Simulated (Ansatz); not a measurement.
SiNi$_{3}$: computed properties

All numbers below come from Ansatz 0.2.0, DFT PBE, scalar-relativistic, plane waves, PAW.

Plane waves to 420 eV, a k mesh through Γ of 12×12×12 on the computed 4-atom cell and Gaussian smearing (0.10 eV); no spin polarisation.

The structure is relaxed at this level of theory with its symmetry kept. Whether it is the stable form of this composition wasn't checked.

The structure is cubic, space group Pm-3m (No. 221). The conventional cell has a = 3.506 Å, b = 3.506 Å, c = 3.506 Å, α = 90.00°, β = 90.00°, γ = 90.00°. Si (site symmetry m-3m) has 12 Ni at 2.48 Å as nearest neighbours. Ni (site symmetry 4/mmm) is surrounded by 4 Si at 2.48 Å and 8 Ni at 2.48 Å.

| Item | Value |
| --- | --- |
| Volume per atom | 10.78 Å³ |
| Formation energy from the elements' standard states (uncorrected) | -0.457 eV/atom |
| Kohn–Sham band gap | none (metal) |
| Density of states at the Fermi level | 2.57 states/eV per cell |
| Löwdin character within 0.5 eV of the Fermi level | Ni 3d 92 % |
| Bulk modulus | 213 GPa |
| Its pressure derivative | 4.7 |
| Bader charges (e) | Si (1 in the cell) 0.42, Ni (3 in the cell) -0.14 |

A ferromagnetic start lost its moments in a first run, so spin was left out; other magnetic orders weren't tried.